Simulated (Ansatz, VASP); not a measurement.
**One calculation of Ge, two programs**

```
Ge
1.0
     2.64007   -0.03320   -0.02985
    -0.03320    2.75601   -0.02582
    -0.02985   -0.02582    2.73777
Ge
1
Direct
  0.01272 0.00517 0.01171
```

Change from the starting cell: cell strained at random at fixed volume.

Alike in both runs: task single point; functional PBE; k mesh 10 × 10 × 10; occupations fermi-dirac, width 0.05 eV; no spin polarisation.

|  | VASP | Ansatz |
| --- | --- | --- |
| version | VASP 6.6.1 | Ansatz 0.2.0 |
| potentials or method | VASP PAW PBE potentials, release 64 (Ge_d) | Ansatz PAW soft_1 |
| plane-wave cutoff (eV) | 520 | 420 |
| valence electrons in the cell | 14 | 14 |

VASP gave:

```
gap on the k mesh at the Fermi level (eV)       : none
pressure (GPa)                                  : -0.2
largest component of the traceless stress (GPa) : 5.21
```

Task: Estimate Ansatz's values.

Result: gap on the k mesh at the Fermi level (eV): none; pressure (GPa): 0.0; largest component of the traceless stress (GPa): 5.22.

A gap of «none» marks a metal or a gap that the smearing closes. The functional is the same, so the differences come from potentials, cutoffs and numerics.
